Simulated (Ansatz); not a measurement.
The system is Cs.

```xyz
1
Lattice="0.0000 3.9483 3.9483 3.9483 0.0000 3.9483 3.9483 3.9483 0.0000" Properties=species:S:1:pos:R:3 pbc="T T T"
Cs    0.0000    0.0000    0.0000
```

This isn't the form of Cs at room conditions, which is bcc.

Program: Ansatz 0.2.0. Alike in all runs: task projected density of states; potentials or basis Ansatz PAW; no spin polarisation; cell as given; k mesh 4 × 4 × 4; smearing fermi-dirac 0.05 eV. Hardware: 2 threads of Intel(R) Xeon(R) Platinum 8259CL CPU @ 2.50GHz (Skylake/Cascade Lake) (shared host).

Task: Order these runs on this cell by their wall time, lowest first.
A. level r2SCAN0; cutoff (eV) 500
B. level r2SCAN; cutoff (eV) 500
C. level LDA; cutoff (eV) 420

Result: C (1.1 s), B (3.8 s), A (32 s).

Caveats: the density of states is complete only up to the lowest level of the last band computed.
